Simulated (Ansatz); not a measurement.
## The stack of 1T-PbBrI under In2Se2, shifted by a third of the diagonal between two gates

Aim: screening and gap of the neutral stack of 1T-PbBrI under In2Se2, shifted by a third of the diagonal between oppositely charged gates.

Program: Ansatz 0.2.0. Level of theory: plane-wave DFT, PBE-D3(BJ), Ansatz PAW. Results are calculated unless marked as measured.

**1. Set-up**

The cell holds 7 atoms: 1 I, 1 Pb, 1 Br, 2 Se and 2 In. Cell: a = 4.138 Å, b = 4.138 Å, c = 52.581 Å, α = 90.0°, β = 90.0°, γ = 120.0°. Regions: layer 1: 1T-PbBrI, 3 atoms (1 I, 1 Pb and 1 Br); layer 2: In2Se2, 4 atoms (2 Se and 2 In). Vacuum lies along c.

**2. Relaxing the slab**

The starting cell is a guess, so the in-plane lattice and the atoms are relaxed first, with the slab cut off from its images along the normal.

The input, input.yaml:

```yaml
crystal:
  lattice:
    - [4.1382105, 0.0, 0.0]
    - [-2.06910525, 3.5837954192, 0.0]
    - [0.0, 0.0, 52.580770494]
  atoms:
    - { symbol: I, position: [0.6666666667, 0.3333333333, 0.3974837151] }
    - { symbol: Pb, position: [0.0, 0.0, 0.4250657469] }
    - { symbol: Br, position: [0.3333333333, 0.6666666667, 0.4447987507] }
    - { symbol: Se, position: [0.6666666667, 0.3333333333, 0.5047065834] }
    - { symbol: In, position: [0.3333333333, 0.6666666667, 0.5266053636] }
    - { symbol: In, position: [0.3333333333, 0.6666666667, 0.5806175048] }
    - { symbol: Se, position: [0.6666666667, 0.3333333333, 0.6025162849] }
  periodic: [true, true, false]
kpoints:
  mp_grid: { grid: [12, 12, 1] }
hamiltonian:
  xc: pbe
  dispersion: d3bj
scf:
  occupations: { method: fermi_dirac, width: 0.05 }
  convergence: { dr2_threshold: 1.0e-09 }
relax:
  f_tol: 0.004
  max_steps: 90
  cell: {}
output:
  write_potential: true
  write_density: true
  volumetric_format: npy
```

On the command line:

```console
> ansatz run input.yaml --threads 4 --pin off --max-ram 12288MiB --backend cpu --events-out ev --progress --plain --runs-dir out
```

Numbers of over 12 decimals in the logs are rounded to 6 here.

The program printed:

```text
Warning: relax.cell: scf.convergence.dr2_threshold = 1e-9 eV is looser than the 1.62096914427e-10 eV advised for a relaxation that steers and ends on the stress (1e-10 eV for each atom of the cell: 7, times the square of relax.cell.stress_2d_tol = 0.05 N/m over 20.8 Å (the atoms' height at the walk's start and 5 Å past either face), 2.406e-2 GPa, over a crystal's default 0.05). What an SCF threshold leaves in a stress goes as its square root, and in the free energy as the threshold itself, and one threshold admits the most on a small cell: [figures from the program's tests cut] Set scf.convergence.dr2_threshold to 1.62096914427e-10 eV or tighter. [rest of the remark cut]
Engine: ansatz 0.2.0, aarch64-unknown-linux-gnu
Pseudopotentials: kind: paw
Pseudopotential: I, paw, valence charge 17, recommended cutoff 420 eV (normal), I.paw.azcp
Pseudopotential: Pb, paw, valence charge 14, recommended cutoff 420 eV (normal), Pb.paw.azcp
Pseudopotential: Br, paw, valence charge 7, recommended cutoff 420 eV (normal), Br.paw.azcp
Pseudopotential: Se, paw, valence charge 16, recommended cutoff 420 eV (normal), Se.paw.azcp
Pseudopotential: In, paw, valence charge 13, recommended cutoff 420 eV (normal), In.paw.azcp
Functional definition: PBE
  parameter kappa = 0.804
  parameter beta = 0.066725
  exchange = pbe_x(kappa = kappa, mu = beta*pi^2/3)
  correlation = pbe_c(beta = beta)
Crystal: 7 atoms, lattice volume = 779.799 Å³
Basis set: ecut = 420 eV, 15043 PW (Γ), exchange–correlation on 60×60×720 points (8 copies of the dense FFT grid, shifted against one another)
Bands: 58, of which v1, the nominal top of the filled ones, is band 48 counted from 1 (47 counted from 0)
Symmetry: 6 space group operations
Space group: P3m1 (ITA 156), of the structure as read, at distance tolerance 9.2e-5 Å
k-points: 19 of 144 (time reversal used)
Non-local potential: I, projectors of the file, l = 0: 2, l = 1: 2, l = 2: 2, l = 3: 2
Non-local potential: Pb, projectors of the file, l = 0: 2, l = 1: 2, l = 2: 2, l = 3: 2
Non-local potential: Br, projectors of the file, l = 0: 2, l = 1: 2, l = 2: 2
Non-local potential: Se, projectors of the file, l = 0: 2, l = 1: 2, l = 2: 3, l = 3: 1
Non-local potential: In, projectors of the file, l = 0: 2, l = 1: 2, l = 2: 2, l = 3: 2
PAW form: soft (Blöchl's): semilocal exchange-correlation on the pseudo side does not see the compensation charge
PAW one-centre angular grid: I, 590 points (default); XC on 64 Gauss nodes
PAW one-centre angular grid: Pb, 590 points (default); XC on 64 Gauss nodes
PAW one-centre angular grid: Br, 110 points (default); XC on 64 Gauss nodes
PAW one-centre angular grid: Se, 590 points (default); XC on 64 Gauss nodes
PAW one-centre angular grid: In, 590 points (default); XC on 64 Gauss nodes
Initial density: superposition of atomic densities (neutral atoms: chi_scale 0, normalization atom), corrected by the library's trained network
Initial wavefunctions: pseudopotential atomic-orbital guess
Functional: x = pbe(κ = 0.804, μ = 0.219515), c = pbe(β = 0.066725)
SCF iter   1: F=—  HF=-44339.095899 eV  |F-HF|=—  |Δ(HF+E_count)|=         —  Δρ=1.49e-3  dr2=4.78e-2  ethr=1.77e-3  ⟨swp⟩=17.1  Hψ=7551  notcnv=0  defer=20
preconditioner: auto → Resta (q_TF=auto, 1.924 Å⁻¹)  ε∞=1.6  [insulator: Δε(μ)=0.500 eV  Ē_g=14.142 eV  σ=0.050 eV  W_gap=0.98  n_scr=110 (ndim 8)  ℏωp=10.8 eV  f_vac=0.725  D(μ)=0.01/eV (n_scr^D=0)  ε∞_Penn≈1.6  vacuum switching on, ρ_ref=1.5e-2 e/Å³]
SCF iter   2: F=—  HF=-44339.089153 eV  |F-HF|=—  |Δ(HF+E_count)|=   6.75e-3  Δρ=6.65e-4  dr2=2.62e-2  ethr=4.98e-5  ⟨swp⟩=3.8  Hψ=2643  notcnv=0  defer=60
SCF iter   3: F=—  HF=-44339.088105 eV  |F-HF|=—  |Δ(HF+E_count)|=   1.05e-3  Δρ=5.35e-4  dr2=2.22e-2  ethr=2.73e-5  ⟨swp⟩=3.2  Hψ=1670  notcnv=0  defer=60
SCF iter   4: F=—  HF=-44339.086533 eV  |F-HF|=—  |Δ(HF+E_count)|=   1.57e-3  Δρ=2.97e-4  dr2=2.74e-3  ethr=2.31e-5  ⟨swp⟩=2.4  Hψ=1244  notcnv=0  defer=60
SCF iter   5: F=—  HF=-44339.086444 eV  |F-HF|=—  |Δ(HF+E_count)|=   8.86e-5  Δρ=1.46e-4  dr2=4.76e-4  ethr=2.86e-6  ⟨swp⟩=2.9  Hψ=1705  notcnv=0  defer=59
SCF iter   6: F=—  HF=-44339.086560 eV  |F-HF|=—  |Δ(HF+E_count)|=   1.16e-4  Δρ=8.22e-5  dr2=7.32e-5  ethr=4.96e-7  ⟨swp⟩=3.1  Hψ=1672  notcnv=0  defer=59
SCF iter   7: F=—  HF=-44339.086599 eV  |F-HF|=—  |Δ(HF+E_count)|=   3.91e-5  Δρ=4.07e-5  dr2=1.05e-5  ethr=7.63e-8  ⟨swp⟩=2.6  Hψ=1707  notcnv=0  defer=59
SCF iter   8: F=—  HF=-44339.086610 eV  |F-HF|=—  |Δ(HF+E_count)|=   1.08e-5  Δρ=1.08e-5  dr2=1.12e-6  ethr=1.09e-8  ⟨swp⟩=3.0  Hψ=1969  notcnv=0  defer=59
SCF iter   9: F=—  HF=-44339.086650 eV  |F-HF|=—  |Δ(HF+E_count)|=   4.02e-5  Δρ=3.95e-6  dr2=8.55e-8  ethr=1.17e-9  ⟨swp⟩=2.9  Hψ=1964  notcnv=0  defer=59
SCF iter  10: F=—  HF=-44339.086650 eV  |F-HF|=—  |Δ(HF+E_count)|=   1.28e-7  Δρ=1.77e-6  dr2=3.24e-8  ethr=8.91e-11  ⟨swp⟩=3.1  Hψ=2487  notcnv=0  defer=59
SCF iter  11: F=—  HF=-44339.086650 eV  |F-HF|=—  |Δ(HF+E_count)|=   1.78e-9  Δρ=3.74e-7  dr2=1.83e-9  ethr=3.38e-11  ⟨swp⟩=2.8  Hψ=1993  notcnv=0  defer=59
SCF iter  12: F=—  HF=-44339.086650 eV  |F-HF|=—  |Δ(HF+E_count)|=   2.54e-9  Δρ=2.65e-7  dr2=8.08e-9  ethr=1.04e-12  ⟨swp⟩=12.1  Hψ=8420  notcnv=0
SCF iter  13: F=—  HF=-44339.086650 eV  |F-HF|=—  |Δ(HF+E_count)|=  1.75e-10  Δρ=1.62e-7  dr2=2.39e-9  ethr=1.90e-12  ⟨swp⟩=2.0  Hψ=1402  notcnv=0  defer=59
SCF iter  14: F=-44339.086650 eV  HF=-44339.086650 eV  |F-HF|=9.75e-10  |Δ(HF+E_count)|=  1.89e-10  Δρ=5.15e-8  dr2=1.15e-10  ethr=1.04e-12  ⟨swp⟩=10.1  Hψ=6495  notcnv=0
SCF 1 converged in 14 iterations: F = -44339.086650 eV  dr2 = 1.15e-10
  greatest PAW one-centre occupation: 1.000 electrons in one spin orbital (limit 2), on the Se atom at site 3 (counted from 0), in its partial waves of l = 2
relax step   1: F+E_penalty+E_count = -44339.08665008 eV  Δ(F+E_penalty+E_count) = +0.000e0 eV  max|allowed force component| = 4.974e0 eV/Å  Δτ_max = 0.0000 Å  P = +19.496 N/m  Ω = 779.799 Å³  fix = [c, alpha, beta]  reactions: c +0.000 N/m  (14 SCF iters, accepted)
Crystal: 7 atoms, lattice volume = 792.393 Å³
Basis set: ecut = 420 eV, 15253 PW (Γ), exchange–correlation on 60×60×720 points (8 copies of the dense FFT grid, shifted against one another)
Initial density: handed on by an earlier stage of this run
Initial wavefunctions: those handed on with the density
iter 1 solved again at ethr=4.49e-5 eV; its pass at ethr=3.10e-3 eV (dr2=4.31e-2 eV) is discarded
SCF iter   1: F=—  HF=-44340.793423 eV  |F-HF|=—  |Δ(HF+E_count)|=         —  Δρ=1.72e-3  dr2=4.29e-2  ethr=4.49e-5  ⟨swp⟩=4.3  Hψ=7481  notcnv=0
[...]
relax step   8: F+E_penalty+E_count = -44342.32023638 eV  Δ(F+E_penalty+E_count) = -9.979e-4 eV  max|allowed force component| = 1.818e-2 eV/Å  Δτ_max = 0.0253 Å  P = +0.027 N/m  Ω = 788.070 Å³  energy of the carried Pulay correction = -3.710e-4 eV  fix = [c, alpha, beta]  reactions: c +0.000 N/m  (10 SCF iters, accepted)
relax step   9: F+E_penalty+E_count = -44342.32035505 eV  Δ(F+E_penalty+E_count) = -1.187e-4 eV  max|allowed force component| = 3.078e-3 eV/Å  Δτ_max = 0.0120 Å  P = +0.000 N/m  Ω = 788.195 Å³  energy of the carried Pulay correction = -3.765e-4 eV  fix = [c, alpha, beta]  reactions: c +0.000 N/m  (10 SCF iters, accepted)
relax step  10: F+E_penalty+E_count = -44342.32037318 eV  Δ(F+E_penalty+E_count) = -1.812e-5 eV  max|allowed force component| = 1.420e-3 eV/Å  Δτ_max = 0.0041 Å  P = -0.000 N/m  Ω = 787.955 Å³  energy of the carried Pulay correction = -3.659e-4 eV  fix = [c, alpha, beta]  reactions: c -0.000 N/m  (9 SCF iters, accepted)
Initial wavefunctions: pseudopotential atomic-orbital guess (no wavefunctions were taken with the density)
iter 1 solved again at ethr=1.58e-6 eV; its pass at ethr=3.10e-3 eV (dr2=1.52e-3 eV) is discarded
SCF iter   1: F=—  HF=-44342.312076 eV  |F-HF|=—  |Δ(HF+E_count)|=         —  Δρ=1.25e-4  dr2=3.01e-6  ethr=1.58e-6  ⟨swp⟩=4.6  Hψ=9994  notcnv=0
eigensolver tolerance schedule: the retry pair's looser diagonalisation over-reported the residual by 502.58 of it (diagonalisation noise at 0.34 of the residual, at the tolerance the schedule requests for it); recorded, not acted on — ethr = c·dr2/N_el stays at c = 1.0e-1
preconditioner: auto → Resta (q_TF=auto, 1.921 Å⁻¹)  ε∞=1.6  [insulator: Δε(μ)=1.093 eV  Ē_g=13.516 eV  σ=0.050 eV  W_gap=1.00  n_scr=110 (ndim 8)  ℏωp=10.7 eV  f_vac=0.699  D(μ)=0.00/eV (n_scr^D=0)  ε∞_Penn≈1.6  vacuum switching on, ρ_ref=1.3e-2 e/Å³]
SCF iter   2: F=—  HF=-44342.317597 eV  |F-HF|=—  |Δ(HF+E_count)|=   5.52e-3  Δρ=6.28e-5  dr2=1.55e-6  ethr=3.14e-9  ⟨swp⟩=4.4  Hψ=3337  notcnv=0
SCF iter   3: F=—  HF=-44342.319923 eV  |F-HF|=—  |Δ(HF+E_count)|=   2.33e-3  Δρ=2.60e-5  dr2=4.60e-6  ethr=1.62e-9  ⟨swp⟩=3.5  Hψ=2075  notcnv=0  recentre
SCF iter   4: F=—  HF=-44342.320598 eV  |F-HF|=—  |Δ(HF+E_count)|=   6.75e-4  Δρ=7.25e-6  dr2=7.86e-7  ethr=1.62e-9  ⟨swp⟩=2.5  Hψ=1477  notcnv=0
SCF iter   5: F=—  HF=-44342.320682 eV  |F-HF|=—  |Δ(HF+E_count)|=   8.42e-5  Δρ=2.66e-6  dr2=6.96e-8  ethr=8.18e-10  ⟨swp⟩=2.4  Hψ=1328  notcnv=0
SCF iter   6: F=—  HF=-44342.320703 eV  |F-HF|=—  |Δ(HF+E_count)|=   2.09e-5  Δρ=1.05e-6  dr2=1.24e-8  ethr=7.25e-11  ⟨swp⟩=2.7  Hψ=1706  notcnv=0  defer=1
SCF iter   7: F=—  HF=-44342.320708 eV  |F-HF|=—  |Δ(HF+E_count)|=   4.76e-6  Δρ=4.23e-7  dr2=1.06e-9  ethr=1.29e-11  ⟨swp⟩=2.5  Hψ=1518  notcnv=0  defer=1
iter 8 met the thresholds in force, and the SCF goes on: an eigenvalue changes by 7.34 meV, over its tolerance of 1.07 meV (output.eigenvalues, Limitations)
SCF iter   8: F=-44342.320709 eV  HF=-44342.320709 eV  |F-HF|=1.07e-7  |Δ(HF+E_count)|=   1.26e-6  Δρ=1.41e-7  dr2=2.87e-10  ethr=1.04e-12  ⟨swp⟩=20.8  Hψ=8527  notcnv=0
SCF iter   9: F=-44342.320709 eV  HF=-44342.320709 eV  |F-HF|=2.74e-8  |Δ(HF+E_count)|=   7.97e-8  Δρ=5.70e-8  dr2=5.26e-11  ethr=1.00e-12  ⟨swp⟩=8.1  Hψ=6341  notcnv=0
SCF 11 converged in 9 iterations: F = -44342.320709 eV  dr2 = 5.26e-11
relax step  11: F+E_penalty+E_count = -44342.32070916 eV  Δ(F+E_penalty+E_count) = -3.360e-4 eV  max|allowed force component| = 1.464e-3 eV/Å  Δτ_max = 0.0000 Å  P = -0.004 N/m  Ω = 787.955 Å³  fix = [c, alpha, beta]  reactions: c -0.000 N/m  stress off target by 4.33e-3 N/m on what of the cell is left free  SCF on the basis re-selected at this cell (its energy is not comparable with the rows above)  (9 SCF iters)
basis re-selected at this cell: Δ(F+E_penalty+E_count) = -3.360e-4 eV, ΔP = -0.004 N/m vs the last step (what re-selecting the basis moved, of the pressure what is left beyond the Pulay correction that the steps carried, after the strain that the cell walked since its last selection, with what the two solves' SCF thresholds leave and, on support functions, any second-order correction that the steps lacked; it is no m [...]
WARN: The output density's exchange-correlation potential varies sharply where the density is thin. Do not read a vacuum level from v_tot or v_xc, or from such a field of the output density. On a cell that repeats whose density bears no net charge and no dipole along the vacuum's axis use v_es (v_loc + v_h of the components); under efield.dipole_correction with no amplitude use v_es + v_field, which holds any externa [...]
SCF converged after 9 iterations
an eigenvalue changed by more than its tolerance at an iteration that met the thresholds in force, so the SCF went on 1 time: the last check found none over its tolerance
Free energy (F): -44342.320709 eV
Harris-Foulkes:  -44342.320709 eV  (|F-HF|=2.74e-8)
Internal energy: -44342.320708 eV  (E = F + TS)
E sigma→0 (E₀):  -44342.320709 eV
Entropy (-TS):   -0.000001 eV (-0.000 meV/atom)
Fermi energy:    -4.915043 eV
--- Per-component energies (eV) ---
  E_band       = -2547.826166
  E_kinetic    = 1329.649291
  E_local      = -460320.695540  (includes V_loc(G=0)·N_el)
  E_nonlocal   = -127.689364
  E_hartree    = 229127.729785
  E_xc         = -1251.442607
  E_vxc        = -757.892690  (∫ρ·V_xc dr)
  E_paw        = -29598.040404  (= ΣΔE_a)
  E_vpaw       = -926.654433  (= ΣTr[D̂ρ^β])
  E_aug_tail   = -0.001119  (compensation charges beyond the density's cutoff)
  E_ewald      = 216499.915592
  E_disp       = -1.746342  (pairwise vdW)
  E_smearing   = -0.000001  (= −TS)
  E_closure    = -0.000000  (closes the sum)
  Σ components = -44342.320709   (vs F -44342.320709, Δ=0.00e0)
--- Forces (eV/Å), atoms counted from 1 ---
  atom   1  I      0.00000000     0.00000000     0.00082981
  atom   2  Pb     0.00000000     0.00000000     0.00000319
  atom   3  Br     0.00000000    -0.00000000    -0.00107095
  atom   4  Se     0.00000000     0.00000000     0.00146370
  atom   5  In     0.00000000    -0.00000000    -0.00027272
  atom   6  In     0.00000000    -0.00000000    -0.00063168
  atom   7  Se     0.00000000     0.00000000    -0.00032174
  max |Σ_I F_I| component: 3.87e-7 eV/Å
--- 2D stress c σ (N/m, compression-positive) ---
       -0.004334       0.000000      -0.000000
        0.000000      -0.004334       0.000000
       -0.000000       0.000000      -0.000000
  P = ½ c Tr σ = -0.0043 N/m
--- Band table (eV; the first three rows and the last of 19) ---
  k-point 0: bands = [... 44 lower, -6.4806, -6.3895, -6.3895, -5.5567, -4.4340, -3.3139, -3.2540, -2.1303, ... 6 higher]
  k-point 1: bands = [... 44 lower, -6.5536, -6.4578, -6.4211, -5.5270, -4.1104, -3.0567, -2.9595, -2.3411, ... 6 higher]
  k-point 2: bands = [... 44 lower, -6.7093, -6.6312, -6.3976, -5.5763, -3.5961, -2.9400, -2.5856, -2.3671, ... 6 higher]
  k-point 18: bands = [... 44 lower, -7.3531, -6.9225, -6.9069, -6.7316, -3.1664, -3.0116, -2.8334, -2.6303, ... 6 higher]
  the weakly bound empty levels are not read free of the cell's end (no_gap_told)
--- Relaxed structure (10 steps of the walk, 10 accepted, 1 SCFs on fresh bases) ---
  F+E_penalty+E_count = -44342.32070916 eV   max|allowed force component| = 1.464e-3 eV/Å   (the final SCF, on the basis selected at the relaxed cell)
  cell:  # Å, volume = 787.9551 Å³
    - [4.159795, 7.987972361058986e-19, 0]
    - [-2.079898, 3.602488, 0]
    - [0, 0, 52.580770494]
  atoms:
    - { symbol: I, position: [0.666667, 0.333333, 0.376776] }
    - { symbol: Pb, position: [-1.1395274241935489e-17, 0, 0.416988] }
    - { symbol: Br, position: [0.333333, 0.666667, 0.451677] }
    - { symbol: Se, position: [0.666667, 0.333333, 0.509263] }
    - { symbol: In, position: [0.333333, 0.666667, 0.532425] }
    - { symbol: In, position: [0.333333, 0.666667, 0.585730] }
    - { symbol: Se, position: [0.666667, 0.333333, 0.608935] }
```

Wall time 5.4 min (4 threads of Arm Neoverse V1, shared host); peak memory 1.8 GiB; 21 min of CPU time.

Step by step:

```tsv
step	energy less that of the first step (eV)	largest force component (eV/Å)	volume (Å³)
1	0.0000	4.9741	779.80
2	-1.6974	3.1658	792.39
3	-2.6746	1.6809	800.53
4	-3.0817	0.6683	804.02
5	-3.1883	0.2073	803.56
6	-3.2246	0.1549	795.85
7	-3.2326	0.0332	791.50
8	-3.2336	0.0182	788.07
9	-3.2337	0.0031	788.19
10	-3.2337	0.0014	787.95
11*	-3.2341	0.0015	787.95
```

Relaxation steps marked * repeat the geometry before them on a plane-wave basis chosen anew for their cell, so energy and pressure can jump there.

The run keeps the 6 symmetry operations that it works with, so distortions that break them were not tested.

```tsv
cell as run	before	after	change
a (Å)	4.138	4.160	+0.5 %
b (Å)	4.138	4.160	+0.5 %
```

The atoms that moved most (Å, along periodic axes as changes of fractional coordinates times the final cell, across vacuum about the mean position):

```tsv
atom	dx	dy	dz	length
I1	0.000	0.000	-1.089	1.089
Pb2	0.000	0.000	-0.425	0.425
Br3	0.000	0.000	0.362	0.362
Se7	0.000	0.000	0.338	0.338
In5	0.000	0.000	0.306	0.306
In6	0.000	0.000	0.269	0.269
Se4	0.000	0.000	0.240	0.240
```

The lattice constant a goes from 4.138 to 4.160 Å.

(Continued in part 2 of 3.)

[Logs are printed without paths, hosts, clocks, repeated set-up lines and the standing remarks that a program may print on its own settings, such as how far it seeks lower states.]

[Hosts, paths, dates, database ids (printed as entryN), source tags and the programs' standing remarks are cut or masked in the printed files.]

[Maps of the electrostatic potential energy from Ansatz leave out the sawtooth potential of an applied field or a dipole correction, so their vacuum need not be flat; planar profiles and work functions include it.]
